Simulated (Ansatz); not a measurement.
NaBr (rock salt), conventional cell a = 5.948 Å, b = 5.948 Å, c = 5.948 Å, α = 90.00°, β = 90.00°, γ = 90.00°. The calculation uses the primitive cell of 2 atoms, to which meshes and values per cell refer.

E(V) scan at fixed shape, V₀ the volume above. Symmetry pins the atoms to their sites.

Level of theory: r2SCAN (plane waves to 500 eV, PAW, scalar-relativistic; Ansatz, a first-principles code). k mesh 10×10×10 (Γ-centred), Fermi-Dirac smearing 0.05 eV. The energy includes the smearing's −TS. NaBr was relaxed with its symmetry unable to fall. ΔE is measured from the relaxed starting cell.

| V (Å³/atom) | ΔE (meV/atom) |
|---|---|
| 23.669 | 22.5 |
| 24.326 | 12.0 |
| 24.984 | 5.1 |
| 25.641 | 1.2 |
| 26.299 | 0.0 |
| 26.956 | 1.1 |
| 27.614 | 4.2 |
| 28.271 | 9.0 |
| 28.928 | 15.3 |

Problem. What is the fitted pressure derivative B₀′?

Solution. 4.7.

Problem. What bulk modulus B₀ follows from a third-order Birch-Murnaghan fit?

Solution. 22.4 GPa. Check by three points about V = 26.299 Å³/atom, step 0.657: d²E/dV² ≈ (1.2 − 2·0.0 + 1.1) meV / 0.657² = 0.00532 eV/Å⁶, and V·d²E/dV² × 160.2 = 22.4 GPa.

(A scan under strain: stresses follow from slopes of the energy per volume, elastic moduli from its curvatures.)
